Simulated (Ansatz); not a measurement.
LiH, NiAs type, relaxed with r2SCAN. Space group P6_3/mmc (No. 194), hexagonal; a = 2.782 Å, c = 4.873 Å in the conventional setting, 8.16 Å³ an atom. Around Li lie 6 H at 2.02 Å; around H lie 6 Li at 2.02 Å.

```cif
data_structure
_symmetry_space_group_name_H-M 'P 1'
_symmetry_Int_Tables_number 1
_cell_length_a 2.7815
_cell_length_b 2.7815
_cell_length_c 4.8730
_cell_angle_alpha 90.000
_cell_angle_beta 90.000
_cell_angle_gamma 120.000
_cell_volume 32.65
loop_
_atom_site_label
_atom_site_type_symbol
_atom_site_fract_x
_atom_site_fract_y
_atom_site_fract_z
_atom_site_occupancy
Li1 Li 0.00000 0.00000 0.00000 1
Li2 Li 0.00000 0.00000 0.50000 1
H1 H 0.33333 0.66667 0.25000 1
H2 H 0.66667 0.33333 0.75000 1
```

4 runs of the PAW code Ansatz on this cell differ in the functional (and in the settings that go with it). Levels are in eV from each run's valence top; v1 is the last filled band, c1 the first empty one.

Run A, mean stress +0.1 GPa (compression positive):
```
point      v4      v3     v2     v1    c1     c2
    Γ  -44.35  -44.29  -5.26  -2.98  4.56  14.48
    M  -44.32  -44.25  -2.41   0.00  4.97   5.88
    K  -44.31  -44.25  -0.87  -0.87  7.00   7.12
    A  -44.32  -44.32  -4.35  -4.35  8.53   8.53
```

Run B, mean stress -0.2 GPa (compression positive):
```
point      v4      v3     v2     v1     c1     c2
    Γ  -46.77  -46.70  -5.61  -3.11   5.80  16.53
    M  -46.73  -46.67  -2.49   0.00   6.30   7.14
    K  -46.72  -46.67  -0.87  -0.87   8.46   8.46
    A  -46.74  -46.74  -4.61  -4.61  10.00  10.00
```

Run C, mean stress -2.5 GPa (compression positive):
```
point      v4      v3     v2     v1    c1     c2
    Γ  -43.50  -43.42  -5.37  -3.11  4.29  14.35
    M  -43.46  -43.39  -2.54   0.00  4.62   5.64
    K  -43.45  -43.38  -0.95  -0.95  6.57   6.90
    A  -43.46  -43.46  -4.47  -4.47  8.25   8.25
```

Run D, mean stress -0.5 GPa (compression positive):
```
point      v4      v3     v2     v1    c1     c2
    Γ  -47.35  -47.28  -5.88  -3.27  5.60  16.13
    M  -47.31  -47.25  -2.64   0.00  6.07   6.95
    K  -47.31  -47.25  -0.93  -0.93  8.26   8.26
    A  -47.32  -47.32  -4.83  -4.83  9.79   9.79
```

Task: Match the runs to LDA, PBE, r2SCANh, HSE06.

Result: A is PBE, B is r2SCANh, C is LDA, D is HSE06. In order of the gap: LDA 4.01, PBE 4.32, HSE06 5.34, r2SCANh 5.55 eV.

All values are calculated for a non-magnetic cell, which may be hypothetical.

The program warns that its thresholds are loose for a hybrid's stress.

The meshes of the hybrids are coarse, so their gaps aren't converged to the digits shown.
